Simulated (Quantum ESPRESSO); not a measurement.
A calculation with Quantum ESPRESSO 7.5 of Te (ASE script, structure from a POSCAR):

run.py

```python
import numpy as np
from ase.calculators.espresso import Espresso, EspressoProfile
from ase.io import read

atoms = read('POSCAR')

input_data = {
    'control': {'calculation': 'scf', 'prefix': 'pwscf', 'outdir': './tmp', 'tprnfor': True, 'tstress': True, 'disk_io': 'nowf'},
    'system': {'ecutwfc': 45.0, 'ecutrho': 360.0, 'nbnd': 15, 'occupations': 'smearing', 'smearing': 'fd', 'degauss': 0.00367493},
    'electrons': {'conv_thr': 6e-10, 'electron_maxstep': 120, 'mixing_beta': 0.5},
}
pseudopotentials = {'Te': 'te_pbesol_v1.uspp.F.UPF'}
profile = EspressoProfile(command='mpirun -n 2 pw.x -nk 2', pseudo_dir='pseudo')
dft = Espresso(profile=profile, input_data=input_data, pseudopotentials=pseudopotentials, kpts=(7, 7, 5), koffset=(0, 0, 0))
atoms.calc = dft

print(f'energy {atoms.get_potential_energy():.8f} eV')
print('forces (eV/A)')
print(np.round(atoms.get_forces(), 6))
print('stress (eV/A^3, Voigt)')
print(np.round(atoms.get_stress(), 8))
print(f'Fermi level {dft.get_fermi_level():.4f} eV')
```

POSCAR

```
Te
1.0
    3.8202894285     -2.1482026000      0.0000000000
    3.8202894285      2.1482026000      0.0000000000
   -0.0942908673      0.0000000000      5.9760906531
Te
3
Direct
    0.0000000000      0.0000000000      0.0000000000
    0.3094466100      0.3094466100      0.3388094900
    0.6905533900      0.6905533900      0.6611905100
```

Potentials or basis: GBRV 1.5 PBEsol.

The run is started by

```sh
$ OMP_NUM_THREADS=1 python run.py
```

This isn't the form of Te at room conditions, which is trigonal, of chains.

Problem. Write the same calculation in another form: native input, structure typed inline.

Solution. As run:

Contents of pw.in:

```
&CONTROL
  calculation = 'scf'
  prefix = 'pwscf'
  outdir = './tmp'
  pseudo_dir = './pseudo'
  tprnfor = .true.
  tstress = .true.
  disk_io = 'low'
/
&SYSTEM
  ibrav = 0
  celldm(1) = 8
  nat = 3
  ntyp = 1
  ecutwfc = 45
  ecutrho = 360
  nbnd = 15
  occupations = 'smearing'
  smearing = 'fd'
  degauss = 0.00367493
/
&ELECTRONS
  conv_thr = 6d-10
  electron_maxstep = 120
  mixing_beta = 0.5
/
ATOMIC_SPECIES
Te   127.6000 te_pbesol_v1.uspp.F.UPF
CELL_PARAMETERS alat
  0.9024125920835  -0.5074393217761   0.0000000000000
  0.9024125920835   0.5074393217761   0.0000000000000
 -0.0222729894063   0.0000000000000   1.4116468287869
ATOMIC_POSITIONS crystal
Te     0.0000000000    0.0000000000    0.0000000000
Te     0.3094466100    0.3094466100    0.3388094900
Te     0.6905533900    0.6905533900    0.6611905100
K_POINTS automatic
7 7 5 0 0 0
```

The input pp_density.in:

```
&INPUTPP
  prefix = 'pwscf'
  outdir = './tmp'
  filplot = 'density.dat'
  plot_num = 0
/
&PLOT
  nfile = 1
  filepp(1) = 'density.dat'
  iflag = 3
  output_format = 6
  fileout = 'density.cube'
/
```

The input pp_potential.in:

```
&INPUTPP
  prefix = 'pwscf'
  outdir = './tmp'
  filplot = 'potential.dat'
  plot_num = 11
/
&PLOT
  nfile = 1
  filepp(1) = 'potential.dat'
  iflag = 3
  output_format = 6
  fileout = 'potential.cube'
/
```

Potentials or basis: GBRV 1.5 PBEsol.

Launch:

```console
$ OMP_NUM_THREADS=1 mpirun -n 2 pw.x -nk 2 -in pw.in > pw.out
$ OMP_NUM_THREADS=1 mpirun -n 1 pp.x -in pp_density.in > pp_density.out
$ OMP_NUM_THREADS=1 mpirun -n 1 pp.x -in pp_potential.in > pp_potential.out
```

Both were run:

|  | ASE script, structure from a POSCAR | native input, structure typed inline |
| --- | --- | --- |
| Pressure | -2.1 GPa | -2.1 GPa |
| Largest force | 0.136 eV/Å | 0.136 eV/Å |

Keys that steer only the numerical path or the files written may differ.
